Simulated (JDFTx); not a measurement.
Runs of JDFTx 1.7.0 (patched build) on AgBr. The structure is cubic, space group Fm-3m (No. 225). Conventional cell: a = 5.740 Å, b = 5.740 Å, c = 5.740 Å, α = 90.00°, β = 90.00°, γ = 90.00°. Ag (site symmetry m-3m) has 6 Br at 2.87 Å as nearest neighbours. Br (site symmetry m-3m) has 6 Ag at 2.87 Å as nearest neighbours. 

```tsv
task	level	potentials or basis	k mesh	cutoff (eV)	max SCF steps	SCF threshold on the energy	solver of the electrons	further solve for the empty bands	band ratio of the Davidson solver	mesh quality	gap on the mesh (eV)	pressure (GPa)
single point	LDA	PseudoDojo-SR-LDA-0.4.1-standard	8 × 8 × 8	1170	100	1e-09 Ha	scf	yes	-	not flagged	(c)	(a)
single point	PBEsol	PseudoDojo-SR-PBEsol-0.4.1-standard	8 × 8 × 8	1116	100	1e-09 Ha	scf	yes	-	not flagged	0.50	-1.7
single point	r2SCAN	SG15-PBE-1.2	3 × 3 × 3	1088	100	1e-09 Ha	scf	yes	-	coarse	1.54	(b)
single point	PBE	PseudoDojo-SR-PBE-0.5-standard	8 × 8 × 8	1116	100	1e-09 Ha	scf	yes	-	not flagged	0.67	2.2
```

Alike in all rows: no spin polarisation; cell as given; smearing fermi-dirac 0.05 eV.

Question: Estimate the missing entries.

Answer: (a) -4.2; (b) 1.9; (c) 0.38.

Caveats: some runs use coarse meshes; the potentials were made for another functional, which shifts forces and pressure (some runs); an odd mesh through Γ misses points on the zone boundary, where band edges often lie (some runs).

A k mesh can miss the band edges, and the runs leave out spin-orbit coupling on Ag, Br.
